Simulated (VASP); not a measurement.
# V (a cell with a defect) in VASP: further runs

Runs on V (a cell with a defect). Level: PBE. Tasks: single point.

All numbers are computed with VASP 6.6.1; they aren't measurements. Logs are shortened: lines on timing, memory, paths and dates and some standing lists are left out, and cuts for length are marked.

## (1) Starting point

The cell holds a defect, 17 atoms: a = 6.040 Å, b = 6.040 Å, c = 6.040 Å, α = 90.00°, β = 90.00°, γ = 90.00°.

The cell was built by a generator and needn't be a form met in nature.

## (2) Single point, PBE

INCAR

```
SYSTEM = V
  PREC = Accurate
  ENCUT = 520
  EDIFF = 1E-6
  ISMEAR = -1
  SIGMA = 0.15
  LREAL = Auto
  LASPH = .True.
  NELM = 60
  ALGO = Fast
  ISIF = 2
  LWAVE = .False.
  LCHARG = .True.
  GGA = PE
  LELF = .True.
  LVHAR = .True.
  NBANDS = 124
```

KPOINTS

```
Automatic mesh
0
Gamma
  2 2 2
  0 0 0
```

POSCAR

```
V
1.0
    6.0400000000      0.0000000000      0.0000000000
    0.0000000000      6.0400000000      0.0000000000
    0.0000000000      0.0000000000      6.0400000000
V
17
Direct
   -0.0050496689      0.0011258278     -0.0030794702
    0.4749172185     -0.0158609272      0.0253311258
   -0.0086754967      0.5001655629     -0.0076324503
   -0.0089238411      0.0002980132      0.4949834437
    0.2382284768      0.2544039735      0.2421688742
    0.5001324503      0.4969370861     -0.0140728477
    0.4901821192      0.0015231788      0.4844701987
    0.7426158940      0.2484602649      0.2380132450
    0.0748013245      0.5793708609      0.4366059603
    0.2624006623      0.7654801325      0.2121523179
    0.2407284768      0.2495033113      0.7435264901
    0.4843046358      0.4984105960      0.4944536424
    0.7457615894      0.7436920530      0.2445198675
    0.6714569536      0.1647019868      0.8071026490
    0.2520198675      0.7593708609      0.7508278146
    0.7448344371      0.7507284768      0.7418874172
    0.8546854305      0.3790894040      0.6103973510
```

Potentials or basis: VASP PAW PBE potentials, release 64 (V_sv).

The run is started by

```bash
$ cat potpaw_PBE.64/V_sv/POTCAR > POTCAR
$ mpirun -np 1 vasp_std > vasp.out
```

OUTCAR:

```text
SYSTEM = V
   PREC = Accurate
   ENCUT = 520
   EDIFF = 1E-6
   ISMEAR = -1
   LREAL = Auto
   LASPH = .True.
   NELM = 60
   ISIF = 2
   GGA = PE

 ion  position               nearest neighbor table
   1  0.995  0.001  0.997-  14 2.47  10 2.52   8 2.58   5 2.59  15 2.60  11 2.61  13 2.63  16 2.63
                             2 2.91
   2  0.475  0.984  0.025-  14 2.08  10 2.16  15 2.53   5 2.53  13 2.56   8 2.61  11 2.73  16 2.75
                             7 2.78   1 2.91
   3  0.991  0.500  0.992-  17 2.56  13 2.59   5 2.59   8 2.60  16 2.61  11 2.61  10 2.65  15 2.66
                             9 2.77
   4  0.991  0.000  0.495-  17 2.53  16 2.59  11 2.61   9 2.62  13 2.62   8 2.63   5 2.63  15 2.64
                            10 2.76  14 2.88
   5  0.238  0.254  0.242-   9 2.49   2 2.53   1 2.59  12 2.59   3 2.59   7 2.61   4 2.63   6 2.65

   6  0.500  0.497  0.986-  14 2.50  10 2.56  16 2.59   8 2.59  15 2.60  11 2.61  13 2.62   5 2.65

   7  0.490  0.002  0.484-  14 2.44  10 2.58   8 2.60   5 2.61  15 2.61  13 2.63  11 2.64  16 2.66
                             2 2.78
   8  0.743  0.248  0.238-  17 2.48   1 2.58   6 2.59   7 2.60   3 2.60   2 2.61   4 2.63  12 2.67
                            14 2.69
   9  0.075  0.579  0.437-  17 2.08  10 2.09  15 2.44   5 2.49  13 2.51  12 2.55   4 2.62   3 2.77
                            11 2.90  16 2.91
  10  0.262  0.765  0.212-   9 2.09   2 2.16   1 2.52   6 2.56   7 2.58   3 2.65  12 2.70   4 2.76
                            15 2.79
  11  0.241  0.250  0.744-  12 2.59  17 2.59   4 2.61   1 2.61   3 2.61   6 2.61   7 2.64  14 2.68
                             2 2.73   9 2.90
  12  0.484  0.498  0.494-  17 2.45   9 2.55  11 2.59   5 2.59  15 2.62  13 2.64  16 2.65   8 2.67
                            10 2.70
  13  0.746  0.744  0.245-   9 2.51   2 2.56   3 2.59   6 2.62   4 2.62   7 2.63   1 2.63  12 2.64

  14  0.671  0.165  0.807-  17 2.08   2 2.08   7 2.44   1 2.47   6 2.50  16 2.57  11 2.68   8 2.69
                             4 2.88
  15  0.252  0.759  0.751-   9 2.44   2 2.53   1 2.60   6 2.60   7 2.61  12 2.62   4 2.64   3 2.66
                            10 2.79
  16  0.745  0.751  0.742-  17 2.47  14 2.57   6 2.59   4 2.59   3 2.61   1 2.63  12 2.65   7 2.66
                             2 2.75   9 2.91
  17  0.855  0.379  0.610-  14 2.08   9 2.08  12 2.45  16 2.47   8 2.48   4 2.53   3 2.56  11 2.59

  LATTYP: Found a simple cubic cell.
 ALAT       =     6.0400000000

  Lattice vectors:

 A1 = (   6.0400000000,   0.0000000000,   0.0000000000)
 A2 = (   0.0000000000,   6.0400000000,   0.0000000000)
 A3 = (   0.0000000000,   0.0000000000,   6.0400000000)

Analysis of symmetry for initial positions (statically):
=====================================================================
 Subroutine PRICEL returns:
 Original cell was already a primitive cell.

 Routine SETGRP: Setting up the symmetry group for a
 simple cubic supercell.

 Subroutine GETGRP returns: Found  1 space group operations
 (whereof  1 operations were pure point group operations)
 out of a pool of 48 trial point group operations.

The static configuration has the point symmetry C_1 .

Analysis of symmetry for dynamics (positions and initial velocities):
=====================================================================
 Subroutine PRICEL returns:
 Original cell was already a primitive cell.

 Routine SETGRP: Setting up the symmetry group for a
 simple cubic supercell.

 Subroutine GETGRP returns: Found  1 space group operations
 (whereof  1 operations were pure point group operations)
 out of a pool of 48 trial point group operations.

The dynamic configuration has the point symmetry C_1 .

 Subroutine INISYM returns: Found  1 space group operations
 (whereof  1 operations are pure point group operations),
 and found     1 'primitive' translations

----------------------------------------------------------------------------------------

                                     Primitive cell

  volume of cell :     220.3489

  direct lattice vectors                    reciprocal lattice vectors
     6.040000000  0.000000000  0.000000000     0.165562914  0.000000000  0.000000000
     0.000000000  6.040000000  0.000000000     0.000000000  0.165562914  0.000000000
     0.000000000  0.000000000  6.040000000     0.000000000  0.000000000  0.165562914

  length of vectors
     6.040000000  6.040000000  6.040000000     0.165562914  0.165562914  0.165562914

  position of ions in fractional coordinates (direct lattice)
     0.994950331  0.001125828  0.996920530
     0.474917219  0.984139073  0.025331126
     0.991324503  0.500165563  0.992367550
     0.991076159  0.000298013  0.494983444
     0.238228477  0.254403973  0.242168874
     0.500132450  0.496937086  0.985927152
[... 9 lines left out ...]
     0.744834437  0.750728477  0.741887417
     0.854685430  0.379089404  0.610397351

  ion indices of the primitive-cell ions
   primitive index   ion index
                 1           1
                 2           2
                 3           3
                 4           4
                 5           5
                 6           6
[... 9 lines left out ...]
                16          16
                17          17

----------------------------------------------------------------------------------------

 KPOINTS: Automatic mesh

Automatic generation of k-mesh.
 Grid dimensions read from file:
 generate k-points for:    2    2    2

 Generating k-lattice:

  Cartesian coordinates                     Fractional coordinates (reciprocal lattice)
     0.082781457  0.000000000  0.000000000     0.500000000  0.000000000  0.000000000
     0.000000000  0.082781457  0.000000000     0.000000000  0.500000000  0.000000000
     0.000000000  0.000000000  0.082781457     0.000000000  0.000000000  0.500000000

  Length of vectors
     0.082781457  0.082781457  0.082781457

  Shift w.r.t. Gamma in fractional coordinates (k-lattice)
     0.000000000  0.000000000  0.000000000

 Subroutine IBZKPT returns following result:
 ===========================================

 Found      8 irreducible k-points:

 Following reciprocal coordinates:
            Coordinates               Weight
  0.000000  0.000000  0.000000      1.000000
  0.500000  0.000000  0.000000      1.000000
  0.000000  0.500000  0.000000      1.000000
  0.000000  0.000000  0.500000      1.000000
  0.500000  0.500000  0.000000      1.000000
  0.000000  0.500000  0.500000      1.000000
  0.500000  0.000000  0.500000      1.000000
  0.500000  0.500000  0.500000      1.000000
   k-points           NKPTS =      8   k-points in BZ     NKDIM =      8   number of bands    NBANDS=    124
   number of dos      NEDOS =    301   number of ions     NIONS =     17
   total plane-waves  NPLWV = 110592
   dimension x,y,z NGX =    48 NGY =   48 NGZ =   48
   dimension x,y,z NGXF=    96 NGYF=   96 NGZF=   96
   ions per type =              17
   NGX,Y,Z   is equivalent  to a cutoff of  13.21, 13.21, 13.21 a.u.
   NGXF,Y,Z  is equivalent  to a cutoff of  26.42, 26.42, 26.42 a.u.
 SYSTEM =  V
   PREC   = accura    normal or accurate (medium, high low for compatibility)
   ISTART =      0    job   : 0-new  1-cont  2-samecut
   ICHARG =      2    charge: 1-file 2-atom 10-const
   ISPIN  =      1    spin polarized calculation?
   LNONCOLLINEAR =      F non collinear calculations
   LSORBIT =      F    spin-orbit coupling
   LASPH  =      T    aspherical Exc in radial PAW
   ENCUT  =  520.0 eV  38.22 Ry    6.18 a.u.  11.23 11.23 11.23*2*pi/ulx,y,z
   NELM   =     60;   NELMIN=  2; NELMDL= -5     # of ELM steps
   EDIFF  = 0.1E-05   stopping-criterion for ELM
   LREAL  =      T    real-space projection
   EDIFFG = 0.1E-04   stopping-criterion for IOM
   NSW    =      0    number of steps for IOM
   IBRION =     -1    ionic relax: 0-MD 1-quasi-New 2-CG
   NFREE  =      0    steps in history (QN), initial steepest desc. (CG)
   ISIF   =      2    stress and relaxation
   ISYM   =      2    0-nonsym 1-usesym 2-fastsym
   POTIM  = 0.5000    time-step for ionic-motion
   TEBEG  =    0.0;   TEEND  =   0.0 temperature during run
   PSTRESS=    0.0 pullay stress
   NELECT =     221.0000    total number of electrons
   NUPDOWN=      -1.0000    fix difference up-down
   EMIN   =  10.00;   EMAX   =-10.00  energy-range for DOS
   EFERMI =   0.00;   METHOD = LEGACY
   ISMEAR =    -1;   SIGMA  =   0.15  broadening in eV -4-tet -1-fermi 0-gaus
   EFERMI_NEDOS =   21; number of points for ismear=-14 and -15
   IALGO  =     68    algorithm
   IMIX   =      4    mixing-type and parameters
     AMIX     =   0.40;   BMIX     =  1.00
     AMIX_MAG =   1.60;   BMIX_MAG =  1.00
  volume/ion in A,a.u.               =      12.96        87.47
  Fermi-wavevector in a.u.,A,eV,Ry     =   1.638710  3.096712 36.536663  2.685369
  Thomas-Fermi vector in A             =   2.729637
   LORBIT       =      0    0 simple, 1 ext, 2 COOP (PROOUT), +10 PAW based schemes
   GGA     = PE    functional components
   LHFCALC =     F    Hartree Fock is set to
   AEXX    =    0.0000 exact exchange contribution
   IVDW    =     0    specifies the selected vdW correction
   LEPSILON=     F    determine dielectric tensor
   LRPA    =     F    only Hartree local field effects (RPA)
 non-spin polarized calculation
 RMM-DIIS sequential band-by-band and
  energy-cutoff  :      520.00
  volume of cell :      220.35
 maximum number of plane-waves:      6031
 NGX is ok and might be reduce to    48
   NGX = 23   NGY = 23   NGZ = 23

 number of electron     221.0000013 magnetization

 Free energy of the ion-electron system (eV)
  ---------------------------------------------------
  ext. energy  EPLUGINS =         0.00000000
  ---------------------------------------------------
  free energy    TOTEN  =      -150.10666131 eV

  energy without entropy =     -148.61894101  energy(sigma->0) =     -149.36280116

 E-fermi :  10.3281     XC(G=0): -13.0836

 val. band max:       10.3230904624   @ k =   0.0000   0.5000   0.5000
 cond. band min:      10.3477946864   @ k =   0.5000   0.5000   0.0000
 fundamental gap:      0.0247042240
 Fermi energy:        10.3281248194

 k-point     1 :       0.0000    0.0000    0.0000
  band No.  band energies     occupation
      1     -53.6116      2.00000
      2     -53.4031      2.00000
      3     -53.4008      2.00000
      4     -53.3949      2.00000
      5     -53.3871      2.00000
      6     -53.3842      2.00000
[... 114 lines left out ...]
    121      11.6199      0.00036
    122      11.7363      0.00017

 k-point     2 :       0.5000    0.0000    0.0000
  band No.  band energies     occupation
      1     -53.5389      2.00000
      2     -53.5281      2.00000
      3     -53.3936      2.00000
      4     -53.3902      2.00000
      5     -53.3874      2.00000
      6     -53.3792      2.00000
[... 748 lines left out ...]
      5     -53.4282      2.00000
      6     -53.4217      2.00000
[... 114 lines left out ...]
    121      11.6627      0.00027
    122      11.7280      0.00018
 [bands above 122 left out]

------------------------ aborting loop because EDIFF is reached ----------------------------------------

  FORCE on cell =-STRESS in cart. coord.  units (eV):
  Direction    XX          YY          ZZ          XY          YZ          ZX
  --------------------------------------------------------------------------------------
  -------------------------------------------------------------------------------------
  Total       17.8575562     17.8696664     18.0364733      3.2885117     -3.2183146     -3.1482759
  in kB      129.8439717    129.9320265    131.1448951     23.9110783    -23.4006682    -22.8914107
  external PRESSURE =     130.3069644 kB  Pullay stress =       0.0000000 kB

 VOLUME and BASIS-vectors are now :
 -----------------------------------------------------------------------------
  energy-cutoff  :      520.00
  volume of cell :      220.35
      direct lattice vectors                 reciprocal lattice vectors
     6.040000000  0.000000000  0.000000000     0.165562914  0.000000000  0.000000000
     0.000000000  6.040000000  0.000000000     0.000000000  0.165562914  0.000000000
     0.000000000  0.000000000  6.040000000     0.000000000  0.000000000  0.165562914

 POSITION                                       TOTAL-FORCE (eV/Angst)
 -----------------------------------------------------------------------------------
      6.00950      0.00680      6.02140        -0.040159      0.027710     -0.132314
      2.86850      5.94420      0.15300        -0.134652     -0.106367      0.002538
      5.98760      3.02100      5.99390         0.148328     -0.013890      0.083114
      5.98610      0.00180      2.98970         0.127812     -0.158807     -0.015546
      1.43890      1.53660      1.46270        -0.118664     -0.022681      0.100720
      3.02080      3.00150      5.95500        -0.067381     -0.048797      0.039853
[... 9 lines left out ...]
      4.49880      4.53440      4.48100        -0.004061      0.270199     -0.020996
      5.16230      2.28970      3.68680         0.028272     -0.020929     -0.050883
 -----------------------------------------------------------------------------------
    total drift:                               -0.011214      0.006820     -0.004259

  FREE ENERGIE OF THE ION-ELECTRON SYSTEM (eV)
  ---------------------------------------------------
  free  energy   TOTEN  =      -150.1066613124 eV

  energy  without entropy=     -148.6189410069  energy(sigma->0) =     -149.36280116
```

Wall time 18 min (1 thread of Intel Xeon Platinum 8175M at 2.50GHz (Skylake/Cascade Lake), shared host); peak memory 0.39 GiB.

Results:

```
Free energy            : -150.1067 eV
Pressure               : 13.0 GPa
Largest force          : 0.271 eV/Å
Band gap on the k mesh : none (metal or under the smearing width)
```

Forces on the atoms (eV/Å):
```
V   -0.040  0.028 -0.132
V   -0.135 -0.106  0.003
V    0.148 -0.014  0.083
V    0.128 -0.159 -0.016
V   -0.119 -0.023  0.101
V   -0.067 -0.049  0.040
V    0.031 -0.027  0.057
V    0.029  0.085 -0.132
V   -0.092 -0.040  0.057
V   -0.039  0.032  0.041
V    0.091  0.083 -0.090
V    0.081  0.070 -0.076
V    0.025 -0.109  0.159
V    0.084  0.060 -0.021
V   -0.149 -0.079 -0.002
V   -0.004  0.270 -0.021
V    0.028 -0.021 -0.051
```

Caveat: the k mesh is coarse (spacing up to 0.52 Å⁻¹), so the values aren't converged.

(Continued in part 2 of 3.)
